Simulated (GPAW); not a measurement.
Wanted: a Python script for a GPAW 26.7.0 run.

| Quantity | Value |
| --- | --- |
| Task | single point |
| Functional | PBE |
| Potentials or basis | GPAW PAW data sets (gpaw-data 1.2.1) |
| Cutoff | 600 eV |
| Basis | pw |
| k mesh | 11 × 11 × 6 |
| Occupations | fermi-dirac, width 0.05 eV |
| Spin | no spin polarisation |
| Maxiter | 150 |

The structure of Ru lies in Ru.cif:

```cif
data_Ru
_cell_length_a 2.70580000
_cell_length_b 2.70580000
_cell_length_c 4.28190000
_cell_angle_alpha 90.00000000
_cell_angle_beta 90.00000000
_cell_angle_gamma 120.00000000
_space_group_name_H-M_alt 'P1'
_space_group_name_Hall 'P 1'
_space_group_IT_number 1
loop_
_space_group_symop_operation_xyz
'x,y,z'
loop_
_atom_site_label
_atom_site_type_symbol
_atom_site_symmetry_multiplicity
_atom_site_Wyckoff_symbol
_atom_site_fract_x
_atom_site_fract_y
_atom_site_fract_z
_atom_site_occupancy
Ru1 Ru 1 a 0.6666666667 0.3333333333 0.7500000000 1
Ru2 Ru 1 a 0.3333333333 0.6666666667 0.2500000000 1
```

One way to write it, as run:

run.py

```python
from ase.io import read
from gpaw import PW
from gpaw.dft import DFT

atoms = read('Ru.cif')

dft = DFT(atoms,
          mode=PW(600),
          xc='PBE',
          kpts={'size': (11, 11, 6), 'gamma': True},
          occupations={'name': 'fermi-dirac', 'width': 0.05},
          nbands=29,
          convergence={'density': 1e-05, 'energy': 1e-05},
          maxiter=150,
          txt='gpaw.txt')
print(f'Energy: {dft.calculate_energy():.6f} eV')
print('Forces (eV/A):')
print(dft.calculate_forces().round(4))
print('Stress (eV/A^3):', dft.calculate_stress().round(6))
dft.write_gpw_file('gs.gpw')
```

Potentials or basis: GPAW PAW data sets (gpaw-data 1.2.1), pw.

The run is started by

```console
$ OMP_NUM_THREADS=1 python run.py
```

It gave:

| Quantity | Value |
| --- | --- |
| Pressure | 3.7 GPa |
| Band gap on the k mesh | none (metal or under the smearing width) |

It took 42 s on 1 thread of Intel(R) Xeon(R) Platinum 8259CL CPU @ 2.50GHz (Skylake/Cascade Lake), with other jobs on the host, peak memory 0.18 GiB.
